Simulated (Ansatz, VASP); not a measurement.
Two plane-wave programs on Ru

The input INCAR:

```
SYSTEM = Ru
PREC     = Accurate       ! precision mode
ENCUT    = 520            ! plane-wave cutoff, eV
EDIFF    = 1E-6           ! SCF threshold, eV
ISMEAR   = -1             ! smearing method
SIGMA    = 0.1            ! smearing width, eV
LREAL    = .FALSE.        ! projectors in reciprocal space
LASPH    = .TRUE.         ! aspherical terms in the spheres
NELM     = 80             ! most SCF steps
ALGO     = Normal         ! electronic algorithm
ISIF     = 2              ! what is computed and relaxed
LWAVE    = .FALSE.        ! write WAVECAR
LCHARG   = .TRUE.         ! write CHGCAR
GGA      = B5             ! functional
ALDAX    = 1.0          
AGGAX    = 1.0          
AGGAC    = 1.0          
ALDAC    = 0.0          
LELF     = .TRUE.         ! ELF
LVHAR    = .TRUE.       
NBANDS   = 28             ! bands
```

File KPOINTS:

```
regular mesh
0
G
  10 10 13
  0 0 0
```

File POSCAR:

```
Ru
1.0
    4.4987531683      0.0000000000      0.0000000000
   -2.2493765841      3.8960345291      0.0000000000
    0.0000000000      0.0000000000      2.8379685880
Ru
3
Direct
    0.0000000000      0.0000000000      0.0000000000
    0.3333333333      0.6666666667      0.5000000000
    0.6666666667      0.3333333333      0.5000000000
```

Input for Ansatz:

```yaml
crystal:
  lattice:
    - [4.4987531683, 0.0, 0.0]
    - [-2.2493765841, 3.8960345291, 0.0]
    - [0.0, 0.0, 2.837968588]
  atoms:
    - { symbol: Ru, position: [0.0, 0.0, 0.0] }
    - { symbol: Ru, position: [0.3333333333, 0.6666666667, 0.5] }
    - { symbol: Ru, position: [0.6666666667, 0.3333333333, 0.5] }
hamiltonian:
  xc: blyp
  pseudopotentials:
    kind: paw
    azcp:
      Ru: "pseudopotentials/Ru.paw.azcp"
basis:
  ecutwfc: 420
  fft_grid_basis: typed
kpoints:
  mp_grid: { grid: [10, 10, 13], shift: [0, 0, 0] }
magnetization:
  spin_polarized: false
scf:
  occupations: { method: fermi_dirac, width: 0.1 }
  lower_state_search: "off"
output:
  stress: true
```

Alike in both runs: task single point; functional BLYP; k mesh 10 × 10 × 13; occupations fermi-dirac, width 0.1 eV; no spin polarisation.

|  | VASP | Ansatz |
| --- | --- | --- |
| version | VASP 6.6.1 | Ansatz 0.2.0 |
| potentials or method | VASP PAW PBE potentials, release 64 (Ru_pv) | plane waves (420 eV) with PAW, scalar-relativistic |
| plane-wave cutoff (eV) | 520 | 420 |
| valence electrons in the cell | 42 | 48 |

```csv
,VASP,Ansatz,Ansatz less VASP
pressure (GPa),-21.0,-21.4,-0.39
largest component of the traceless stress (GPa),2.08,2.17,+0.091
```

The two sets of potentials don't hold the same shells in valence.

Caveats: so large a pressure means that the cell lies far from this level's equilibrium, or that cutoff or potentials fall short (VASP); the potentials were made for another functional, which shifts forces and pressure (VASP).
